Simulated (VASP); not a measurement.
Write the native input for VASP 6.6.1 that does the following.

```
Task                   : relaxation of cell and atoms
Functional             : PBEsol
Potentials or basis    : VASP PAW PBE potentials, release 64 (K_sv, F)
Cutoff                 : 600 eV
k mesh                 : 10 × 10 × 10
Occupations            : gaussian, width 0.03 eV
Spin                   : no spin polarisation
Further INCAR settings : ALGO = Normal; EDIFF = 1e-07; IBRION = 2; EDIFFG = -0.005; NSW = 90; ISIF = 3
```

The structure of KF (Carobbiite) lies in POSCAR:

```
KF                                      
1.0
    0.0000000000      2.6558979359      2.6558979359
    2.6558979359     -0.0000000000      2.6558979359
    2.6558979359      2.6558979359      0.0000000000
  K               F             
     1     1
Direct
     0.0000000000000000    0.0000000000000000    0.0000000000000000
     0.5000000000000000    0.5000000000000000    0.5000000000000000
```

One way to write it, as run:

INCAR

```
PREC = Accurate
ENCUT = 600
EDIFF = 1E-7
ISMEAR = 0
SIGMA = 0.03
LREAL = F
LASPH = T
NELM = 80
ALGO = Normal
ISIF = 3
LWAVE = F
LCHARG = F
GGA = PS
IBRION = 2
NSW = 90
EDIFFG = -0.005
```

KPOINTS

```
regular mesh
0
Gamma
  10 10 10
```

Potentials or basis: VASP PAW PBE potentials, release 64 (K_sv, F).

Command:

```console
$ cat potpaw_PBE.64/K_sv/POTCAR potpaw_PBE.64/F/POTCAR > POTCAR
$ mpirun -np 1 vasp_std > vasp.out
```

It gave:

The relaxed volume is 18.71 Å³/atom and the relaxed cell is a = 3.755 Å, b = 3.755 Å, c = 3.755 Å, α = 60.00°, β = 60.00°, γ = 60.00°. The space group after relaxing (to 0.05 Å) is Fm-3m (No. 225), the energy gained by relaxing is 0.0 meV/atom and the ionic steps are 2. The pressure after relaxing is 0.0 GPa and the band gap on the k mesh is 6.13 eV, direct.

Caveat: the PAW data sets were made with another functional, which shifts forces and pressure a little.

Wall time 75 s on 1 thread of AMD EPYC 7R43 64-Core Processor (Zen 3), with other jobs on the host, peak memory 0.16 GiB.
